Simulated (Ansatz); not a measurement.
# Si: the cost of one run

Method: DFT PBE, scalar-relativistic, plane waves, PAW, in Ansatz 0.2.0.

## Step 1: The structure to begin with

Symmetry: P-3m1, No. 164, trigonal system. Conventional cell: a = 3.326 Å, b = 3.326 Å, c = 5.541 Å, α = 90.00°, β = 90.00°, γ = 120.00°. Si (site symmetry 3m) is surrounded by 4 Si at 2.18 to 2.19 Å. Around Si (site symmetry 3m) lie 6 Si at 2.18 to 2.30 Å.

Structure file:

```xyz
4
Lattice="3.3256 0.0000 0.0000 -1.6628 2.8800 0.0000 0.0000 0.0000 5.5411" Properties=species:S:1:pos:R:3 pbc="T T T"
Si    0.0000    0.0000    4.4471
Si    0.0000    0.0000    1.0941
Si    0.0000    1.9200    3.4056
Si    1.6628    0.9600    2.1355
```

Recipe of the guess: 4-, 6-connected net of one element (P-3m1, No. 164). The dimensions are guesses.

## Step 2: The guess as it stands, on a coarse mesh

File input.yaml:

```yaml
crystal:
  lattice:
    - [3.32555259, 0.0, 0.0]
    - [-1.6627763, 2.88001303, 0.0]
    - [0.0, 0.0, 5.54111039]
  atoms:
    - { symbol: Si, position: [0.0, 0.0, 0.8025568] }
    - { symbol: Si, position: [0.0, 0.0, 0.1974432] }
    - { symbol: Si, position: [0.33333333, 0.66666667, 0.61460589] }
    - { symbol: Si, position: [0.66666667, 0.33333333, 0.38539411] }
basis:
  ecutwfc: 420
kpoints:
  mp_grid: { grid: [6, 6, 4] }
hamiltonian:
  xc: pbe
scf:
  occupations: { method: gaussian, width: 0.1 }
  lower_state_search: "off"
output:
  forces: true
  stress: true
  eigenvalues: true
```

Run with:

```bash
> ansatz run input.yaml --threads 1 --pin off --max-ram 2560MiB --backend cpu --events-out ev --progress --plain --runs-dir out
```

**Question.** How long does this run take on 1 thread of Arm Neoverse V1, shared host, and how much memory does it need?

About 1.1 s, with a peak of 0.28 GiB.
